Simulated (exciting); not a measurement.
# Ag: equation of state with PBEsol

Crystal: Ag.

```
Ag
1.0
    -1.65565    1.65565    1.65565
     1.65565   -1.65565    1.65565
     1.65565    1.65565   -1.65565
Ag
1
Cartesian
  0.0000 0.0000 0.0000
```

This isn't the form of Ag at room conditions, which is fcc.

- Program: exciting (release sodium)
- Task: equation of state
- Functional: PBEsol
- Potentials or basis: all-electron LAPW+lo, shipped species files, valence relativity iora*
- rgkmax: 9
- k mesh: 11 × 11 × 11
- Occupations: fermi-dirac, width 0.05 eV
- Spin: no spin polarisation
- gmaxvr (cutoff of density and potential): 14 1/bohr
- lmaxapw (and lmaxmat): 10
- lmaxvr: 8
- nempty: 12
- Valence relativity: iora*
- Muffin-tin radii: Ag 2.3 bohr

```json
{
  "Equilibrium volume": "outside the volumes run"
}
```

Energy against volume, from the lowest point:
```csv
volume (Å³/atom),energy (meV/atom)
17.065,0.00
17.428,6.33
17.791,17.47
18.154,32.00
18.517,49.67
18.880,70.80
19.243,94.25
```

Caveat: the minimum lies outside the volumes run.
